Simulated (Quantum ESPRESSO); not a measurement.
# MoS2 in Quantum ESPRESSO: relaxation of the atoms with LDA

Aim: the relaxation of the atoms of MoS2 with LDA.

Everything below comes from runs of Quantum ESPRESSO 7.5. Logs are shortened: lines on timing, memory, paths and dates and some standing lists are left out, and cuts for length are marked.

### Step 1. The structure

The cell holds a sheet with vacuum, 3 atoms: a = 3.287 Å, b = 3.146 Å, c = 21.130 Å, α = 90.00°, β = 90.00°, γ = 121.50°.

The cell was built by a generator and needn't be a form met in nature.

### Step 2. Relaxation of the atoms, LDA

The input, pw.in:

```
&CONTROL
  calculation = 'relax'
  prefix = 'pwscf'
  outdir = './tmp'
  pseudo_dir = './pseudo'
  tprnfor = .true.
  disk_io = 'low'
  nstep = 40
  forc_conv_thr = 0.0004
  etot_conv_thr = 1d-05
/
&SYSTEM
  ibrav = 0
  nat = 3
  ntyp = 2
  ecutwfc = 80
  nbnd = 20
  occupations = 'smearing'
  smearing = 'gaussian'
  degauss = 0.00146997
/
&ELECTRONS
  conv_thr = 6d-10
  electron_maxstep = 120
  mixing_beta = 0.5
/
&IONS
  ion_dynamics = 'bfgs'
/
ATOMIC_SPECIES
S     32.0600 S.upf
Mo    95.9500 Mo.upf
CELL_PARAMETERS angstrom
   3.2874400000    0.0000000000    0.0000000000
  -1.6437200000    2.6827561754    0.0000000000
   0.0000000000    0.0000000000   21.1300000000
ATOMIC_POSITIONS crystal
S      0.6666666667    0.3333333333    0.4259346900
Mo     0.3333333333    0.6666666667    0.5000000000
S      0.6666666667    0.3333333333    0.5740653100
K_POINTS automatic
10 10 1 0 0 0
```

Potentials or basis: PseudoDojo 0.4.1 SR LDA standard.

The run is started by

```bash
> OMP_NUM_THREADS=1 pw.x -in pw.in > pw.out
```

pw.out:

```text
This program is part of the open-source Quantum ESPRESSO suite
     for quantum simulation of materials; please cite
[... 9 lines left out ...]
     --------------------
     sticks:   dense  smooth     PW     G-vecs:    dense   smooth      PW
     Sum         797     797    239               121455   121455   19353

     Using Slab Decomposition

     bravais-lattice index     =            0
     lattice parameter (alat)  =       6.2124  a.u.
     unit-cell volume          =    1257.5786 (a.u.)^3
     number of atoms/cell      =            3
     number of atomic types    =            2
     number of electrons       =        26.00
     number of Kohn-Sham states=           20
     kinetic-energy cutoff     =      80.0000  Ry
     charge density cutoff     =     320.0000  Ry
     scf convergence threshold =      6.0E-10
     mixing beta               =       0.5000
     number of iterations used =            8  plain     mixing
     energy convergence thresh.=      1.0E-05
     force convergence thresh. =      4.0E-04
     Exchange-correlation= SLA  PW   NOGX NOGC
                           (   1   4   0   0   0   0   0)
     nstep                     =           40

     celldm(1)=   6.212361  celldm(2)=   0.000000  celldm(3)=   0.000000
     celldm(4)=   0.000000  celldm(5)=   0.000000  celldm(6)=   0.000000

     crystal axes: (cart. coord. in units of alat)
               a(1) = (   1.000000   0.000000   0.000000 )
               a(2) = (  -0.500000   0.816062   0.000000 )
               a(3) = (   0.000000   0.000000   6.427494 )

     reciprocal axes: (cart. coord. in units 2 pi/alat)
               b(1) = (  1.000000  0.612698 -0.000000 )
               b(2) = (  0.000000  1.225396  0.000000 )
               b(3) = (  0.000000 -0.000000  0.155582 )

     PseudoPot. # 1 for S  read from file:
     S.upf
     Pseudo is Norm-conserving + core correction, Zval =  6.0
     Generated using ONCVPSP code by D. R. Hamann
     Using radial grid of 1132 points,  6 beta functions with:
                l(1) =   0
                l(2) =   0
                l(3) =   1
                l(4) =   1
                l(5) =   2
                l(6) =   2

     PseudoPot. # 2 for Mo read from file:
     Mo.upf
     Pseudo is Norm-conserving + core correction, Zval = 14.0
     Generated using ONCVPSP code by D. R. Hamann
     Using radial grid of 1602 points,  6 beta functions with:
                l(1) =   0
                l(2) =   0
                l(3) =   1
                l(4) =   1
                l(5) =   2
                l(6) =   2

     atomic species   valence    mass     pseudopotential
     S                 6.00    32.06000     S ( 1.00)
     Mo               14.00    95.95000     Mo( 1.00)

      4 Sym. Ops. (no inversion) found

   Cartesian axes

     site n.     atom                  positions (alat units)
         1        S      tau(   1) = (   0.5000000   0.2720208   2.7376926  )
         2        Mo     tau(   2) = (  -0.0000000   0.5440416   3.2137469  )
         3        S      tau(   3) = (   0.5000000   0.2720208   3.6898012  )

     number of k points=    31  Gaussian smearing, width (Ry)=  0.0015
                       cart. coord. in units 2pi/alat
        k(    1) = (   0.0000000   0.0000000   0.0000000), wk =   0.0200000
        k(    2) = (   0.0000000   0.1225396   0.0000000), wk =   0.0400000
        k(    3) = (   0.0000000   0.2450793   0.0000000), wk =   0.0400000
        k(    4) = (   0.0000000   0.3676189   0.0000000), wk =   0.0400000
        k(    5) = (   0.0000000   0.4901586   0.0000000), wk =   0.0400000
        k(    6) = (   0.0000000  -0.6126982   0.0000000), wk =   0.0200000
[... 23 lines left out ...]
        k(   30) = (  -0.5000000  -0.1838095   0.0000000), wk =   0.0800000
        k(   31) = (  -0.5000000  -0.0612698   0.0000000), wk =   0.0800000

     Dense  grid:   121455 G-vectors     FFT dimensions: (  36,  36, 240)

     Initial potential from superposition of free atoms

     starting charge      25.9988, renormalised to      26.0000

     negative rho (up, down):  3.284E-05 0.000E+00
     Starting wfcs are   18 randomized atomic wfcs +    2 random wfcs

     Self-consistent Calculation

     iteration #  1     ecut=    80.00 Ry     beta= 0.50
     Davidson diagonalization with overlap
     ethr =  1.00E-02,  avg # of iterations =  5.7

     negative rho (up, down):  1.115E-05 0.000E+00

     total energy              =    -184.99253017 Ry
     estimated scf accuracy    <       0.43531401 Ry
[... 281 lines left out ...]
     atom    1 type  1   force =     0.00000000    0.00690558    0.02643724
     atom    2 type  2   force =     0.00000000   -0.01381117    0.00000000
     atom    3 type  1   force =     0.00000000    0.00690558   -0.02643724

     Total force =     0.041036     Total SCF correction =     0.000036

     BFGS Geometry Optimization
     Energy error            =      1.7E-03 Ry
     Gradient error          =      2.6E-02 Ry/Bohr

     number of scf cycles    =   1
     number of bfgs steps    =   0

     energy             new  =    -185.1746007125 Ry

     new trust radius        =       0.0273242555 bohr
     new conv_thr            =       0.0000000006 Ry
[... 592 lines left out ...]
     Self-consistent Calculation

     iteration #  1     ecut=    80.00 Ry     beta= 0.50
     Davidson diagonalization with overlap
     ethr =  1.00E-06,  avg # of iterations =  5.5

     Threshold (ethr) on eigenvalues was too large:
     Diagonalizing with lowered threshold

     Davidson diagonalization with overlap
     ethr =  9.31E-08,  avg # of iterations =  1.9

     negative rho (up, down):  8.504E-07 0.000E+00

     total energy              =    -185.17677517 Ry
     estimated scf accuracy    <       0.00002382 Ry

     iteration #  2     ecut=    80.00 Ry     beta= 0.50
     Davidson diagonalization with overlap
     ethr =  9.16E-08,  avg # of iterations =  2.0
[... 275 lines left out ...]
     Self-consistent Calculation

     iteration #  1     ecut=    80.00 Ry     beta= 0.50
     Davidson diagonalization with overlap
     ethr =  1.00E-06,  avg # of iterations =  2.0

     Threshold (ethr) on eigenvalues was too large:
     Diagonalizing with lowered threshold

     Davidson diagonalization with overlap
     ethr =  8.59E-10,  avg # of iterations =  4.2

     negative rho (up, down):  5.882E-08 0.000E+00

     total energy              =    -185.17678476 Ry
     estimated scf accuracy    <       0.00000007 Ry

     iteration #  2     ecut=    80.00 Ry     beta= 0.50
     Davidson diagonalization with overlap
     ethr =  2.58E-10,  avg # of iterations =  1.9
[... 229 lines left out ...]
     atom    1 type  1   force =     0.00000000   -0.00017945    0.00005223
     atom    2 type  2   force =     0.00000000    0.00035889    0.00000000
     atom    3 type  1   force =     0.00000000   -0.00017945   -0.00005223

     Total force =     0.000446     Total SCF correction =     0.000006
     Energy error            =      1.1E-06 Ry
     Gradient error          =      3.6E-04 Ry/Bohr

     bfgs converged in   5 scf cycles and   4 bfgs steps
     (criteria: energy <  1.0E-05 Ry, force <  4.0E-04 Ry/Bohr)

     End of BFGS Geometry Optimization

     Final energy             =    -185.1767847682 Ry

Begin final coordinates

ATOMIC_POSITIONS (crystal)
S                0.6679875142        0.3359750282        0.4277040389
Mo               0.3306916384        0.6613832768        0.5000000000
S                0.6679875142        0.3359750282        0.5722959611
End final coordinates

=------------------------------------------------------------------------------=
   JOB DONE.
=------------------------------------------------------------------------------=
```

Wall time 3.8 min (1 thread of AMD EPYC 9R45 (Zen 5), shared host); peak memory 0.29 GiB.

What came out:

```yaml
Free_energy: -2519.4585 eV
Energy_gained_by_relaxing: 9.9 meV/atom
Ionic_steps: 5
Largest_force_after_relaxing: 0.009 eV/Å
Band_gap_on_the_k_mesh: 1.43 eV, indirect (least direct gap 1.67 eV)
```

Forces on the atoms (eV/Å):
```
S    0.000 -0.005  0.001
Mo   0.000  0.009  0.000
S    0.000 -0.005 -0.001
```

Step by step:
| step | energy change (eV) | largest force (eV/Å) |
| --- | --- | --- |
| 1 | 0.0000 | 0.7025 |
| 2 | -0.0185 | 0.4455 |
| 3 | -0.0285 | 0.1512 |
| 4 | -0.0297 | 0.0267 |
| 5 | -0.0297 | 0.0092 |

Final structure:
```xyz
3
Lattice="3.2874 0.0000 0.0000 -1.6437 2.6828 0.0000 0.0000 0.0000 21.1300" Properties=species:S:1:pos:R:3 pbc="T T T"
S     1.6437    0.9013    9.0374
Mo    0.0000    1.7743   10.5650
S     1.6437    0.9013   12.0926
```

A hybrid or GW would open this gap; LDA tends to underestimate it.
